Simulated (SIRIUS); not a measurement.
Crystal: Ti.

```
Ti
1.0
     2.95000    0.00000    0.00000
    -1.47500    2.55477    0.00000
     0.00000    0.00000    4.68000
Ti
2
Direct
  0.66667 0.33333 0.75000
  0.33333 0.66667 0.25000
```

Base run:

```yaml
Program: SIRIUS 7.10.0
Functional: AM05
Potentials_or_basis: PseudoDojo 0.4.1 PBE standard (scalar relativistic)
Cutoff: 1152 eV
Density_cutoff: 4606 eV
k_mesh: 8 × 8 × 5
Occupations: fermi-dirac, width 0.05 eV
Spin: no spin polarisation
```

Its results: band gap on the k mesh none (metal or under the smearing width); pressure -5.3 GPa.

The run is repeated on the same cell with these changes: functional from AM05 to revPBE; libxc names from ["XC_GGA_X_AM05", "XC_GGA_C_AM05"] to ["XC_GGA_X_PBE_R", "XC_GGA_C_PBE"]. What comes out?

Band gap on the k mesh none (metal or under the smearing width); pressure 0.8 GPa.

Caveats: the potentials were made for another functional, which shifts forces and pressure.
